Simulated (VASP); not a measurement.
Write the native input for VASP 6.6.1 that does the following.

```yaml
Task: single point
Functional: PBE
Potentials_or_basis: VASP PAW PBE potentials, release 64 (Bi_d)
Cutoff: 520 eV
k_mesh: 4 × 4 × 4
Occupations: gaussian, width 0.1 eV
Spin: no spin polarisation
Dipole_correction: no
Further_INCAR_settings: ALGO = Fast; EDIFF = 1e-07; NBANDS = 70
```

The structure of Bi lies in POSCAR:

```
Bi
1.0
    5.5400620000     -3.4040555000      0.0000000000
    5.5400620000      3.4040555000      0.0000000000
    0.0000000000      0.0000000000      6.9039310000
Bi
8
Direct
    0.7039960000      0.7039960000      0.5000000000
    0.2039960000      0.2039960000      0.0000000000
    0.2960040000      0.2960040000      0.5000000000
    0.7960040000      0.7960040000      0.0000000000
    0.6668870000      0.3331130000      0.8330330000
    0.3331130000      0.6668870000      0.1669670000
    0.8331130000      0.1668870000      0.3330330000
    0.1668870000      0.8331130000      0.6669670000
```

This isn't the form of Bi at room conditions, which is rhombohedral.

The input as run:

INCAR

```
PREC     = Accurate       # precision mode
ENCUT    = 520            # plane-wave cutoff, eV
EDIFF    = 1E-7           # SCF threshold, eV
ISMEAR   = 0              # smearing method
SIGMA    = 0.1            # smearing width, eV
LREAL    = F              # projectors in reciprocal space
LASPH    = T              # aspherical terms in the spheres
NELM     = 100            # most SCF steps
ALGO     = Fast           # electronic algorithm
ISIF     = 2              # what is computed and relaxed
LWAVE    = F              # write WAVECAR
LCHARG   = F              # write CHGCAR
GGA      = PE             # functional
NBANDS   = 70             # bands
```

KPOINTS

```
regular mesh
0
Gamma
  4 4 4
```

Potentials or basis: VASP PAW PBE potentials, release 64 (Bi_d).

Launch:

```sh
$ cat potpaw_PBE.64/Bi_d/POTCAR > POTCAR
$ mpirun -np 1 vasp_std > vasp.out
```

Results of the run:

| Property | Result |
| --- | --- |
| Pressure | 0.1 GPa |
| Largest force | 0.027 eV/Å |
| Band gap on the k mesh | none (metal or under the smearing width) |

Caveat: spin-orbit coupling is left out, which moves the levels of the heavy elements.

It took 6 min on 1 thread of AMD EPYC 9R45 (Zen 5), on a shared host, peak memory 0.45 GiB.
